AlNi₃ costs more energy to squeeze than to stretch by the same volume, and its nickel moments grow as the crystal expands. Both trends follow from the distance between neighbouring atoms. Short distances raise a repulsion that climbs faster than the bonding, and they also spread the nickel d electrons over a wider range of energies, which makes magnetism harder to sustain. The table shows the trends themselves, while the two reasons come from standard theory.

AlNi₃ in the Cu₃Au structure, computed with Ansatz 0.2.0 (r2SCAN, plane-wave PAW, scalar-relativistic, collinear spin, 500 eV cutoff, 12×12×12 k mesh, 0.1 eV Gaussian smearing). The relaxed cubic cell was scaled uniformly to the other volumes. Energies count from the minimum of a third-order Birch–Murnaghan fit, and moments are those of single atoms.

```
volume per atom (Å³/atom)  energy over minimum (meV/atom)  pressure (GPa)  largest moment (μB)
                   10.303                            27.9           14.42                 0.34
                   10.632                             6.6            6.61                 0.35
                   10.961                             0.0            0.01                 0.36
                   11.290                             5.9           -5.57                 0.37
                   11.618                            22.3          -10.28                 0.38
```

The volume per atom, $V$, is the quantity that was set. The energy over minimum, $E$, is what it costs to bring the crystal there from its best volume. A positive pressure $p$ means that the crystal is being squeezed, a negative one that it is being pulled equally in all directions. The largest moment is the spin moment of a single nickel atom, and the three nickel atoms of the cell are alike.

### The compressed rows, 10.303 and 10.632 Å³/atom

The first two rows show how quickly resistance builds up. Squeezing the crystal by 3 % from its best volume takes 6.61 GPa. If the crystal were an ideal spring, twice the squeeze would take twice the pressure, or 13.2 GPa. The table gives 14.42 GPa, so a spring set by the first step falls about 8 % short at the second.

The usual explanation begins with two opposing effects. Electrons shared between atoms bind the metal, and this attraction changes rather gently with distance. Against it stands the kinetic energy of the mobile electrons. Compression leaves them less space and presses them against the filled inner shells, from which the Pauli principle keeps them out, so this cost is expected to rise steeply as the atoms approach. At the best volume attraction and repulsion balance, but on further compression the repulsion gains faster.

A bond between two atoms, as in the N₂ molecule, behaves in the same way. Its energy curve has a steep inner wall and a gentler outer slope. The comparison holds only for the shape of the curve near its minimum. In AlNi₃, which has the Cu₃Au structure, every atom has twelve near neighbours, the electrons are spread through the whole crystal, and the magnetism can change with volume.

### The middle row, 10.961 Å³/atom

Here the crystal is at rest, and its energy is the zero from which the others count. The remaining pressure of 0.01 GPa is what the relaxation of the cell left over and has no physical meaning. This row is the natural place to ask how pressure and energy belong together. The energy spent in squeezing is the work done against the pressure, which is the average pressure on the way times the change in volume.

For the smallest volume, the average can be taken from the first three rows by Simpson's rule, which draws a smooth curve through them and counts the middle one four times:

$$\bar p=\frac{14.42+4\times 6.61+0.01}{6}\ \text{GPa}=6.81\ \text{GPa}$$

$$E=\bar p\,\Delta V=\frac{6.81\times(10.961-10.303)}{160.2}\ \text{eV}=0.0280\ \text{eV}$$

The divisor 160.2 converts GPa·Å³ into eV. The result, 28.0 meV/atom, compares with 27.9 meV/atom in the table.

The estimate has no adjustable constant, and it does equally well for the largest volume. The pressures were computed from the stress in the crystal and the energies from its total energy, so the two columns support each other. The zero of energy does come from a Birch–Murnaghan curve fitted to all five rows. The agreement shows that the lopsided energy and the bent pressure curve are one and the same fact, but it cannot tell why the pressure curve bends. That part rests on the argument about repulsion.

### The stretched rows, 11.290 and 11.618 Å³/atom

On the other side of the minimum the crystal gives way more easily. The average tension on the way to the largest volume is only about 5.4 GPa, against 6.8 GPa for the equal squeeze. The energy is lower in the same proportion, 22.3 against 27.9 meV/atom. These rows describe a perfect crystal under uniform tension, whereas a real piece would normally crack or form voids well before such a load.

The imbalance also grows with the size of the step. Squeezing costs about 12 % more than stretching for the inner pair of rows and about 25 % more for the outer pair. This is what the simplest lopsided curve gives. Let $x$ be the change in volume from the minimum, and write

$$E\approx\tfrac12 kx^2-gx^3,$$

where $k$ measures the stiffness at rest and $g$ the loss of stiffness on expansion. For equal steps either way, the ratio of the two energies is roughly $1+4g|x|/k$, so doubling the step doubles the excess.

The softening can be read more directly from the stiffness, which is the pressure needed for a given fractional change in volume. From the first step of the scan to the last it falls by about a third, although the neighbour distance grows by only 4 % over the whole scan. A steep, short-ranged repulsion would produce such a response, but gentler forces also soften a crystal as it expands, so the fall alone does not single out this cause. Put the other way round, each GPa of added pressure raises the stiffness by about 4.6 GPa, which is a usual figure for a metal.

The trend in stiffness is safer than its absolute size. Around the minimum the stiffness is about 200 GPa, while measured values, roughly recalled, lie nearer 170 to 180 GPa. The computed cell edge is also about 1 % shorter than the value recalled from experiment, and a crystal whose atoms sit closer together is usually stiffer. Part of the gap may come from the missing thermal and zero-point motion, which expands and softens a real crystal, so the functional need not carry all the blame.

### Down the last column

The moment rises at every step, from 0.34 to 0.38 μB per nickel atom, with no jump anywhere. All five rows are therefore the same ferromagnetic metal, and none of them breaks the pattern. The search for other states was light, however, and no stability check was made at the four squeezed and stretched volumes, so a state of lower energy is not ruled out.

The Stoner picture of magnetism in metals explains the direction. To build up a moment, electrons must move from spin-down states into spin-up states of higher energy. They pay in kinetic energy and gain in exchange energy. When the nickel atoms move apart, their d orbitals overlap less and the d band becomes narrower. Its states then lie closer together in energy, so the same moment costs less. No density of states is at hand to confirm this step for AlNi₃, but the steady rise of the moment agrees with it.

The moment of the whole cell grows more slowly than that of its nickel atoms, by about 8 % against 10 % when the unrounded moments are used. The reason is visible in the spin density of the same calculations, part of which points against the nickel moments. This opposed part grows by about 27 % over the scan and so cancels some of the gain. How much of it belongs to aluminium depends on how the electrons are assigned to atoms. At the smallest volume, the site moment gives aluminium about 0.03 μB against the nickel, while a count by atomic orbitals gives about 0.08 μB. Why the opposed part grows faster than the nickel moment itself remains unexplained here.

The size of the moment deserves far less trust than its direction of change. At the best volume the cell carries 0.90 μB, about four times the measured value as roughly recalled. Real AlNi₃ is barely ferromagnetic, and its moments fluctuate in a way that r2SCAN, like other functionals of its kind, leaves out. The functional also tends to make such metals too magnetic in the first place.

The error matters most in the first row. There the calculation keeps a moment of 0.34 μB per nickel atom at 14 GPa, whereas in experiments, again as roughly recalled, the ferromagnetism disappears near 8 GPa. The table is therefore a fair guide to the sign of the pressure effect, which is that squeezing weakens the magnetism. It should not be used to decide whether a compressed sample is still magnetic.

One question stays open. Moments that grow with volume favour a larger crystal, and they may also lower its stiffness by an amount that changes with volume, so some of the softening seen here could be magnetic in origin. The smooth curves and the ordinary rise of stiffness with pressure do not require such a share, but they do not exclude it either. How much of the softening would remain if the same five volumes were computed with the moments held at zero?

Numerical output:

```
Steps from the row before:
     row  neighbour distance (Å)  pressure step (GPa)  mean stiffness over step (GPa)
  10.303                   2.442                  n/a                             n/a
  10.632                   2.468                -7.81                           248.5
  10.961                   2.493                 -6.6                           216.6
   11.29                   2.518                -5.58                           188.7
  11.618                   2.542                -4.71                           164.5
fall of stiffness from first to last step (%): 33.81
rise of stiffness per GPa of pressure: 4.556
energy of compression over energy of expansion, inner rows: 1.119
energy of compression over energy of expansion, outer rows: 1.251
work of compression to the smallest volume (meV/atom): 27.97
work of expansion to the largest volume (meV/atom): 22.25
work less table energy, smallest volume (meV/atom): 0.07492
work less table energy, largest volume (meV/atom): -0.05386
Moments in Bohr magnetons:
     row  per Ni site  net per cell  spin along net moment per cell  opposed spin per cell
  10.303       0.3452        0.8718                           1.069                 0.1969
  10.632       0.3536        0.8879                           1.098                 0.2097
  10.961       0.3624        0.9046                           1.127                 0.2228
   11.29       0.3712        0.9217                           1.158                 0.2361
  11.618       0.3799        0.9382                           1.188                 0.2494
growth of volume over the scan (%): 12.76
growth of neighbour distance over the scan (%): 4.085
growth of Ni site moment over the scan (%): 10.06
growth of net cell moment over the scan (%): 7.616
growth of opposed spin over the scan (%): 26.67
gain of spin along net moment per cell (Bohr magnetons): 0.1189
gain of opposed spin per cell (Bohr magnetons): 0.05251
computed cell moment at the minimum over rough recalled measured one: 3.933
```
